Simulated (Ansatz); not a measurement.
TiO2:

```
Ti O
1.0
     2.96826    0.00000    0.00000
     0.00021    4.70761    0.00000
     1.48357    0.24235    7.08346
Ti O
3 6
Cartesian
  0.0111 0.0020 0.0050
  1.4933 2.3377 2.2452
  2.9797 2.6161 4.8486
  1.4969 0.9041 0.9105
  2.9795 1.5111 3.2009
  1.4967 1.6498 5.7110
  2.9804 3.3042 1.3825
  1.4963 3.4427 3.8925
  2.9811 4.0496 6.1826
```

The cell comes from a database or a generator and needn't be the stable form of this composition.

- Program: Ansatz 0.2.0
- Task: relaxation of cell and atoms
- Functional: RPBE
- Dispersion: D3(BJ)
- Potentials or basis: Ansatz PAW
- Cutoff: 420 eV (not typed: the program's choice for these potentials)
- k mesh: 9 × 6 × 4
- Occupations: fermi-dirac, width 0.05 eV
- Spin: no spin polarisation

At the start: volume 11.00 Å³/atom.

Task: How do energy, volume and symmetry change on relaxing?

Result: It ends after 14 steps and the volume is 10.22 Å³/atom (-7.1 %); space group C2/m (No. 12, to 0.05 Å).

The path:
```
step  energy change (eV)  largest force (eV/Å)  volume (Å³)
   1              0.0000                0.2703        98.98
   2             -0.1515                0.4312        94.86
   3             -0.1751                0.0831        93.73
   4             -0.1799                0.0529        93.53
   5             -0.1849                0.1069        93.33
   6             -0.2021                0.0427        92.72
   7             -0.2098                0.1175        92.24
   8             -0.2119                0.1230        92.11
   9             -0.2125                0.0170        92.23
  10             -0.2125                0.0027        92.25
  11             -0.1973                0.0030        92.25
  12             -0.1989                0.0068        91.97
  13             -0.1990                0.0022        91.95
  14             -0.1978                0.0022        91.95
```

Final structure:
```
Ti O
1.0
     2.92319   -0.00007    0.00011
     0.00010    4.44719   -0.09595
     1.46130    0.08453    7.07143
Ti O
3 6
Cartesian
  0.0117 0.0017 0.0049
  1.4732 2.2845 2.2178
  2.9347 2.2506 4.7677
  1.4733 1.0213 0.7561
  2.9348 1.3025 3.0707
  1.4731 1.2326 5.5179
  2.9349 3.3025 1.4676
  1.4732 3.2326 3.9148
  2.9347 3.5139 6.2294
```

Caveat: the plane-wave basis is chosen anew once the cell has moved, so the energies of steps on either side of that aren't comparable; the pressure holds a Pulay correction of +0.7 GPa for the finite cutoff; the PAW data sets come from PBE, with cores solved anew for the run's functional, which leaves a small shift of forces and pressure.
